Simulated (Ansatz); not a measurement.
Question: BeO in space group P6_3mc (No. 186; Pearson symbol hP12) is relaxed with the program Ansatz at the LDA level (PAW). What lattice parameters of the conventional cell result?

Answer: a = 2.660 Å, c = 13.012 Å.

Question: Is it a metal or does it have a gap at this level?

Answer: A gap of 7.36 eV, indirect.

A made-up cell: these elements were put on the sites of a structure type. Its sites differ from those of the usual phase in this space group: another stacking or structure type. The LDA relaxation kept the symmetry of its start; phonons on a q-mesh show no instability.

Potentials: the later of the program's two PAW sets.
